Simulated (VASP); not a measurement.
# ZnS (Wurtzite-2H) (P6_3mc) in VASP: further runs

The runs below take ZnS (Wurtzite-2H) through single point, relaxation of cell and atoms, with PBEsol.

Everything below comes from runs of VASP 6.6.1. Logs are shortened: lines on timing, memory, paths and dates and some standing lists are left out, and cuts for length are marked.

**The experiment to reproduce.**

From a printed reference work, monograph, for a bulk crystal of ZnS at 4 K: band gap 3.911 eV (direct).

The runs below are set against these values where they give the same quantity.

**1. The cell of the first run**

The structure is hexagonal, space group P6_3mc (No. 186). Conventional cell: a = 3.782 Å, b = 3.782 Å, c = 6.208 Å, α = 90.00°, β = 90.00°, γ = 120.00°. Within 3.1 Å of Zn (site symmetry 3m) lie 4 S at 2.32 Å. Within 3.1 Å of S (site symmetry 3m) lie 4 Zn at 2.32 Å.

**2. Single point, PBEsol**

File INCAR:

```
SYSTEM = ZnS
ALGO     = Normal         ! electronic algorithm
EDIFF    = 1E-6           ! SCF threshold, eV
ENCUT    = 520            ! plane-wave cutoff, eV
GGA      = PS             ! functional
ISIF     = 2              ! what is computed and relaxed
ISMEAR   = 1              ! smearing method
LASPH    = .TRUE.         ! aspherical terms in the spheres
LCHARG   = .FALSE.        ! write CHGCAR
LREAL    = .FALSE.        ! projectors in reciprocal space
LWAVE    = .FALSE.        ! write WAVECAR
NBANDS   = 26             ! bands
NELM     = 100            ! most SCF steps
PREC     = Accurate       ! precision mode
SIGMA    = 0.01           ! smearing width, eV
```

File KPOINTS:

```
k-points
0
G
  6 6 4
  0 0 0
```

File POSCAR:

```
ZnS
1.0
    3.7822050654      0.0000000000      0.0000000000
   -1.8911025327      3.2754856690      0.0000000000
    0.0000000000      0.0000000000      6.2078995333
Zn S
2 2
Direct
    0.3333333333      0.6666666667      0.0054294319
    0.6666666667      0.3333333333      0.5054294319
    0.3333333333      0.6666666667      0.3795705681
    0.6666666667      0.3333333333      0.8795705681
```

Potentials or basis: VASP PAW PBE potentials, release 64 (Zn, S).

On the command line:

```sh
cat potpaw_PBE.64/Zn/POTCAR potpaw_PBE.64/S/POTCAR > POTCAR
mpirun -np 1 vasp_std > vasp.out
```

OUTCAR:

```text
SYSTEM = ZnS
   EDIFF = 1E-6
   ENCUT = 520
   GGA = PS
   ISIF = 2
   ISMEAR = 1
   LASPH = .TRUE.
   LREAL = .FALSE.
   NELM = 100
   PREC = Accurate

 ion  position               nearest neighbor table
   1  0.333  0.667  0.005-   4 2.32   4 2.32   4 2.32   3 2.32
   2  0.667  0.333  0.505-   3 2.32   3 2.32   3 2.32   4 2.32
   3  0.333  0.667  0.380-   2 2.32   2 2.32   2 2.32   1 2.32
   4  0.667  0.333  0.880-   1 2.32   1 2.32   1 2.32   2 2.32

  LATTYP: Found a hexagonal cell.
 ALAT       =     3.7822050654
 C/A-ratio  =     1.6413439848

  Lattice vectors:

 A1 = (   3.7822050654,   0.0000000000,   0.0000000000)
 A2 = (  -1.8911025327,   3.2754856690,   0.0000000000)
 A3 = (   0.0000000000,   0.0000000000,   6.2078995333)

Analysis of symmetry for initial positions (statically):
=====================================================================
 Subroutine PRICEL returns:
 Original cell was already a primitive cell.

 Routine SETGRP: Setting up the symmetry group for a
 hexagonal supercell.

 Subroutine GETGRP returns: Found 12 space group operations
 (whereof  6 operations were pure point group operations)
 out of a pool of 24 trial point group operations.

The static configuration has the point symmetry C_3v.
 The point group associated with its full space group is C_6v.

Analysis of symmetry for dynamics (positions and initial velocities):
=====================================================================
 Subroutine PRICEL returns:
 Original cell was already a primitive cell.

 Routine SETGRP: Setting up the symmetry group for a
 hexagonal supercell.

 Subroutine GETGRP returns: Found 12 space group operations
 (whereof  6 operations were pure point group operations)
 out of a pool of 24 trial point group operations.

The dynamic configuration has the point symmetry C_3v.
 The point group associated with its full space group is C_6v.

 Subroutine INISYM returns: Found 12 space group operations
 (whereof  6 operations are pure point group operations),
 and found     1 'primitive' translations

----------------------------------------------------------------------------------------

                                     Primitive cell

  volume of cell :      76.9069

  direct lattice vectors                    reciprocal lattice vectors
     3.782205065  0.000000000  0.000000000     0.264396029  0.152649118  0.000000000
    -1.891102533  3.275485669  0.000000000     0.000000000  0.305298237  0.000000000
     0.000000000  0.000000000  6.207899533     0.000000000  0.000000000  0.161085081

  length of vectors
     3.782205065  3.782205065  6.207899533     0.305298237  0.305298237  0.161085081

  position of ions in fractional coordinates (direct lattice)
     0.333333333  0.666666667  0.005429432
     0.666666667  0.333333333  0.505429432
     0.333333333  0.666666667  0.379570568
     0.666666667  0.333333333  0.879570568

  ion indices of the primitive-cell ions
   primitive index   ion index
                 1           1
                 2           2
                 3           3
                 4           4

----------------------------------------------------------------------------------------

 KPOINTS: k-points

Automatic generation of k-mesh.
 Grid dimensions read from file:
 generate k-points for:    6    6    4

 Generating k-lattice:

  Cartesian coordinates                     Fractional coordinates (reciprocal lattice)
     0.044066005  0.025441520  0.000000000     0.166666667  0.000000000  0.000000000
     0.000000000  0.050883039  0.000000000     0.000000000  0.166666667  0.000000000
     0.000000000  0.000000000  0.040271270     0.000000000  0.000000000  0.250000000

  Length of vectors
     0.050883039  0.050883039  0.040271270

  Shift w.r.t. Gamma in fractional coordinates (k-lattice)
     0.000000000  0.000000000  0.000000000

 Subroutine IBZKPT returns following result:
 ===========================================

 Found     21 irreducible k-points:

 Following reciprocal coordinates:
            Coordinates               Weight
  0.000000  0.000000  0.000000      1.000000
  0.166667  0.000000  0.000000      6.000000
  0.333333  0.000000  0.000000      6.000000
  0.500000  0.000000  0.000000      3.000000
  0.166667  0.166667  0.000000      6.000000
  0.333333  0.166667  0.000000     12.000000
[... 13 lines left out ...]
  0.333333  0.166667  0.500000     12.000000
  0.333333  0.333333  0.500000      2.000000
   k-points           NKPTS =     21   k-points in BZ     NKDIM =     21   number of bands    NBANDS=     26
   number of dos      NEDOS =    301   number of ions     NIONS =      4
   total plane-waves  NPLWV =  37632
   dimension x,y,z NGX =    28 NGY =   28 NGZ =   48
   dimension x,y,z NGXF=    56 NGYF=   56 NGZF=   96
   ions per type =               2   2
   NGX,Y,Z   is equivalent  to a cutoff of  12.31, 12.31, 12.85 a.u.
   NGXF,Y,Z  is equivalent  to a cutoff of  24.61, 24.61, 25.71 a.u.
 SYSTEM =  ZnS
   PREC   = accura    normal or accurate (medium, high low for compatibility)
   ISTART =      0    job   : 0-new  1-cont  2-samecut
   ICHARG =      2    charge: 1-file 2-atom 10-const
   ISPIN  =      1    spin polarized calculation?
   LNONCOLLINEAR =      F non collinear calculations
   LSORBIT =      F    spin-orbit coupling
   LASPH  =      T    aspherical Exc in radial PAW
   ENCUT  =  520.0 eV  38.22 Ry    6.18 a.u.   7.03  7.03 11.54*2*pi/ulx,y,z
   NELM   =    100;   NELMIN=  2; NELMDL= -5     # of ELM steps
   EDIFF  = 0.1E-05   stopping-criterion for ELM
   LREAL  =      F    real-space projection
   EDIFFG = 0.1E-04   stopping-criterion for IOM
   NSW    =      0    number of steps for IOM
   IBRION =     -1    ionic relax: 0-MD 1-quasi-New 2-CG
   NFREE  =      0    steps in history (QN), initial steepest desc. (CG)
   ISIF   =      2    stress and relaxation
   ISYM   =      2    0-nonsym 1-usesym 2-fastsym
   POTIM  = 0.5000    time-step for ionic-motion
   TEBEG  =    0.0;   TEEND  =   0.0 temperature during run
   PSTRESS=    0.0 pullay stress
   NELECT =      36.0000    total number of electrons
   NUPDOWN=      -1.0000    fix difference up-down
   EMIN   =  10.00;   EMAX   =-10.00  energy-range for DOS
   EFERMI =   0.00;   METHOD = LEGACY
   ISMEAR =     1;   SIGMA  =   0.01  broadening in eV -4-tet -1-fermi 0-gaus
   EFERMI_NEDOS =   21; number of points for ismear=-14 and -15
   IALGO  =     38    algorithm
   IMIX   =      4    mixing-type and parameters
     AMIX     =   0.40;   BMIX     =  1.00
     AMIX_MAG =   1.60;   BMIX_MAG =  1.00
  volume/ion in A,a.u.               =      19.23       129.75
  Fermi-wavevector in a.u.,A,eV,Ry     =   1.271122  2.402072 21.983623  1.615751
  Thomas-Fermi vector in A             =   2.404072
   LORBIT       =      0    0 simple, 1 ext, 2 COOP (PROOUT), +10 PAW based schemes
   GGA     = PS    functional components
   LHFCALC =     F    Hartree Fock is set to
   AEXX    =    0.0000 exact exchange contribution
   IVDW    =     0    specifies the selected vdW correction
   LEPSILON=     F    determine dielectric tensor
   LRPA    =     F    only Hartree local field effects (RPA)
 non-spin polarized calculation
 Methfessel and Paxton  Order N= 1 SIGMA  =   0.01
  energy-cutoff  :      520.00
  volume of cell :       76.91
 maximum number of plane-waves:      2080
   NGX = 15   NGY = 15   NGZ = 23

 number of electron      36.0000003 magnetization

 Free energy of the ion-electron system (eV)
  ---------------------------------------------------
  ext. energy  EPLUGINS =         0.00000000
  ---------------------------------------------------
  free energy    TOTEN  =       -15.16367653 eV

  energy without entropy =      -15.16367653  energy(sigma->0) =      -15.16367653

 E-fermi :   2.3358     XC(G=0):  -9.9631

 val. band max:        2.2791575207   @ k =   0.0000   0.0000   0.0000
 cond. band min:       4.4394176372   @ k =   0.0000   0.0000   0.0000
 fundamental gap:      2.1602601165
 Fermi energy:         2.3358069455

 k-point     1 :       0.0000    0.0000    0.0000
  band No.  band energies     occupation
      1     -11.0880      2.00000
      2     -10.0912      2.00000
      3      -4.2105      2.00000
      4      -4.1936      2.00000
      5      -4.1936      2.00000
      6      -4.1079      2.00000
[... 18 lines left out ...]
     25       9.9062      0.00000
     26      11.4780      0.00000

 k-point     2 :       0.1667    0.0000    0.0000
  band No.  band energies     occupation
      1     -10.8948      2.00000
      2      -9.9856      2.00000
      3      -4.2136      2.00000
      4      -4.1715      2.00000
      5      -4.1578      2.00000
      6      -4.0857      2.00000
[... 18 lines left out ...]
     25      10.4321      0.00000
     26      10.7389      0.00000

 k-point     3 :       0.3333    0.0000    0.0000
  band No.  band energies     occupation
      1     -10.4284      2.00000
      2      -9.7961      2.00000
      3      -4.2142      2.00000
      4      -4.1149      2.00000
      5      -4.1031      2.00000
      6      -3.9570      2.00000
[... 18 lines left out ...]
     25      10.8647      0.00000
     26      11.9812      0.00000

 k-point     4 :       0.5000    0.0000    0.0000
  band No.  band energies     occupation
      1     -10.1033      2.00000
      2      -9.7575      2.00000
      3      -4.1966      2.00000
      4      -4.0865      2.00000
      5      -3.9810      2.00000
      6      -3.9444      2.00000
[... 18 lines left out ...]
     25      11.2551      0.00000
     26      13.7135      0.00000
[... 409 lines left out ...]
      1     -10.2152      2.00000
      2     -10.2152      2.00000
      3      -4.2054      2.00000
      4      -4.2054      2.00000
      5      -4.0705      2.00000
      6      -4.0705      2.00000
[... 18 lines left out ...]
     25      10.5927      0.00000
     26      10.5927      0.00000

 k-point    20 :       0.3333    0.1667    0.5000
  band No.  band energies     occupation
      1      -9.9253      2.00000
      2      -9.9253      2.00000
      3      -4.1617      2.00000
      4      -4.1617      2.00000
      5      -3.9996      2.00000
      6      -3.9996      2.00000
[... 18 lines left out ...]
     25      11.3368      0.00000
     26      11.3368      0.00000

 k-point    21 :       0.3333    0.3333    0.5000
  band No.  band energies     occupation
      1      -9.8257      2.00000
      2      -9.8257      2.00000
      3      -4.0785      2.00000
      4      -4.0785      2.00000
      5      -4.0326      2.00000
      6      -4.0326      2.00000
[... 18 lines left out ...]
     25      11.9154      0.00000
     26      11.9154      0.00000

------------------------ aborting loop because EDIFF is reached ----------------------------------------

  FORCE on cell =-STRESS in cart. coord.  units (eV):
  Direction    XX          YY          ZZ          XY          YZ          ZX
  --------------------------------------------------------------------------------------
  -------------------------------------------------------------------------------------
  Total        0.1004114      0.1004114      0.0827630      0.0000000      0.0000000     -0.0000000
  in kB        2.0918390      2.0918390      1.7241746      0.0000000      0.0000000     -0.0000000
  external PRESSURE =       1.9692842 kB  Pullay stress =       0.0000000 kB

 VOLUME and BASIS-vectors are now :
 -----------------------------------------------------------------------------
  energy-cutoff  :      520.00
  volume of cell :       76.91
      direct lattice vectors                 reciprocal lattice vectors
     3.782205065  0.000000000  0.000000000     0.264396029  0.152649118  0.000000000
    -1.891102533  3.275485669  0.000000000     0.000000000  0.305298237  0.000000000
     0.000000000  0.000000000  6.207899533     0.000000000  0.000000000  0.161085081

 POSITION                                       TOTAL-FORCE (eV/Angst)
 -----------------------------------------------------------------------------------
     -0.00000      2.18366      0.03371         0.000000     -0.000000      0.000802
      1.89110      1.09183      3.13766        -0.000000      0.000000      0.000802
     -0.00000      2.18366      2.35634         0.000000     -0.000000     -0.000802
      1.89110      1.09183      5.46029         0.000000      0.000000     -0.000802
 -----------------------------------------------------------------------------------
    total drift:                               -0.000000     -0.000000     -0.000409

  FREE ENERGIE OF THE ION-ELECTRON SYSTEM (eV)
  ---------------------------------------------------
  free  energy   TOTEN  =       -15.1636765290 eV

  energy  without entropy=      -15.1636765290  energy(sigma->0) =      -15.16367653
```

Wall time 17 s (1 thread of Intel Xeon 6975P-C (Granite Rapids), shared host); peak memory 0.18 GiB.

Results:

| Item | Value |
| --- | --- |
| Free energy | -15.1637 eV |
| Pressure | 0.2 GPa |
| Band gap on the k mesh | 2.16 eV, direct |

Levels at points of the mesh, in eV from the valence-band top:
| k point | band 16 | band 17 | band 18 | band 19 | band 20 | band 21 |
| --- | --- | --- | --- | --- | --- | --- |
| (0.00, 0.00, 0.00) | -0.09 | 0.00 | 0.00 | 2.16 | 3.03 | 6.20 |
| (0.50, 0.00, 0.00) | -2.35 | -1.79 | -0.93 | 3.51 | 4.20 | 4.96 |
| (0.00, 0.00, 0.50) | -0.49 | -0.49 | -0.49 | 3.51 | 3.51 | 6.67 |
| (0.50, 0.00, 0.50) | -1.72 | -1.69 | -1.69 | 3.41 | 3.41 | 5.10 |

Caveat: the PAW data sets were made with another functional, which shifts forces and pressure a little.

(Continued in part 2 of 2.)
